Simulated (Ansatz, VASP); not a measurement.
## ZnS in VASP and in Ansatz

Contents of INCAR:

```
SYSTEM = ZnS
ALGO = Normal ; EDIFF = 1E-6
ENCUT = 520 ; GGA = PE
ISIF = 2 ; ISMEAR = 0
LASPH = .True. ; LCHARG = .False.
LREAL = .False. ; LWAVE = .False.
NBANDS = 16 ; NELM = 100
PREC = Accurate ; SIGMA = 0.05
```

Contents of KPOINTS:

```
k-points
0
Gamma
  10 10 10
  0 0 0
```

File POSCAR:

```
ZnS
1.0
    0.0000000000      2.6235105000      2.7857895000
    2.6235105000      0.0000000000      2.7857895000
    2.6235105000      2.6235105000      0.0000000000
Zn S
1 1
Direct
    0.0000000000      0.0000000000      0.0000000000
    0.7500000000      0.7500000000      0.7500000000
```

Input for Ansatz:

```yaml
crystal:
  lattice:
    - [0.0, 2.6235105, 2.7857895]
    - [2.6235105, 0.0, 2.7857895]
    - [2.6235105, 2.6235105, 0.0]
  atoms:
    - { symbol: Zn, position: [0.0, 0.0, 0.0] }
    - { symbol: S, position: [0.75, 0.75, 0.75] }
basis:
  ecutwfc: 420
kpoints:
  mp_grid: { grid: [10, 10, 10] }
hamiltonian:
  xc: pbe
scf:
  occupations: { method: gaussian, width: 0.05 }
output:
  forces: true
  stress: true
  eigenvalues: true
```

Change from the starting cell: strain -0.030 along x and y, +0.030 along z, atoms carried along.

Alike in both runs: task single point; functional PBE; k mesh 10 × 10 × 10; occupations gaussian, width 0.05 eV; no spin polarisation.

|  | VASP | Ansatz |
| --- | --- | --- |
| version | VASP 6.6.1 | Ansatz 0.2.0 |
| potentials or method | VASP PAW PBE potentials, release 64 (Zn, S) | scalar-relativistic, plane waves, PAW |
| plane-wave cutoff (eV) | 520 | 420 |
| valence electrons in the cell | 18 | 18 |

Ansatz gave:

- gap on the k mesh at the Fermi level (eV): 2.14
- least direct gap on the mesh (eV): 2.14
- pressure (GPa): 3.8
- largest component of the traceless stress (GPa): 1.78

Estimate VASP's values.

gap on the k mesh at the Fermi level (eV): 2.15; least direct gap on the mesh (eV): 2.15; pressure (GPa): 4.0; largest component of the traceless stress (GPa): 1.76.
